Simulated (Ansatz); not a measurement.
**Co (omega type): how the settings move a single-point run**

How sensitive is a single-point run of Co (omega type) to its settings? A reference run comes first, then one run with altered input.

Method: reference: DFT, PBE, all-electron PAW with datasets made for the crystal, scalar-relativistic, in Ansatz 0.2.0.

2 further runs of the same task are left out: 2 that didn't finish.

### Step 1. The system as given

Symmetry: P6/mmm, No. 191, hexagonal system. Conventional cell: a = 3.961 Å, b = 3.961 Å, c = 2.440 Å, α = 90.00°, β = 90.00°, γ = 120.00°. Co (site symmetry 6/mmm) is surrounded by 14 Co at 2.44 to 2.59 Å. Co (site symmetry -6m2) is surrounded by 11 Co at 2.29 to 2.59 Å.

As a file:

```
Co
1.0
     3.96099    0.00000    0.00000
    -1.98049    3.43032    0.00000
     0.00000    0.00000    2.44039
Co
3
Direct
  0.00000 0.00000 0.00000
  0.33333 0.66667 0.50000
  0.66667 0.33333 0.50000
```

### Step 2. The reference run

Input file input.yaml:

```yaml
crystal:
  lattice:
    - [3.9609874913, 0.0, 0.0]
    - [-1.9804937456, 3.4303157915, 0.0]
    - [0.0, 0.0, 2.4403879364]
  atoms:
    - { symbol: Co, position: [0.0, 0.0, 0.0], spin: 1.7 }
    - { symbol: Co, position: [0.3333333333, 0.6666666667, 0.5], spin: 1.7 }
    - { symbol: Co, position: [0.6666666667, 0.3333333333, 0.5], spin: 1.7 }
magnetization:
  spin_polarized: true
kpoints:
  mp_grid: { grid: [10, 10, 14] }
scf:
  occupations: { method: fermi_dirac, width: 0.05 }
hamiltonian:
  xc: pbe
  pseudopotentials: { kind: all_electron, datasets: crystal }
output:
  forces: true
  stress: true
  eigenvalues: true
```

Command:

```sh
ansatz run input.yaml --threads 2 --pin off --max-ram 6144MiB --backend cpu --events-out ev --progress --plain --runs-dir out
```

### Step 3. Changing settings: mixing.algorithm anderson, mixing.beta 0.5, mixing.ndim 2

input.yaml, as its differences from that of step 2:

```diff
@@ -15,2 +15,3 @@
   occupations: { method: fermi_dirac, width: 0.05 }
+  mixing: { algorithm: anderson, beta: 0.5, ndim: 2 }
 hamiltonian:
```

What does the calculation give? Wanted: for each run, ending; energy change; pressure; abs. moment; force.

**Answer**, as computed:

```tsv
run	ending	energy change	pressure (GPa)	abs. moment (μB)	force (eV/Å)	cycles	time
reference	converged	0	0.0	5.42	0.00	11	82 s
1: mixing.algorithm anderson, mixing.beta 0.5, mixing.ndim 2	converged	0.0 meV/atom	0.0	5.42	0.00	26	2.1 min
```

Residual by cycle in the longest SCF loop of each run; runs are numbered as in the table. The quantity is the density residual dr2, in eV.

```tsv
cycle	reference	run 1
1	0.0416	0.0415
3	0.274	0.055
6	5.2e-4	0.00107
8	1.6e-5	2.4e-4
10	3.6e-7	1.5e-4
12	-	4.0e-5
15	-	1.3e-5
17	-	1.3e-6
19	-	3.1e-7
21	-	2.3e-6
24	-	2.5e-7
26	-	1.3e-9
```

The changed mixing doesn't alter the result here (within 0.5 meV/atom). Cost: 26 SCF cycles against 11, 2.1 min against 82 s.
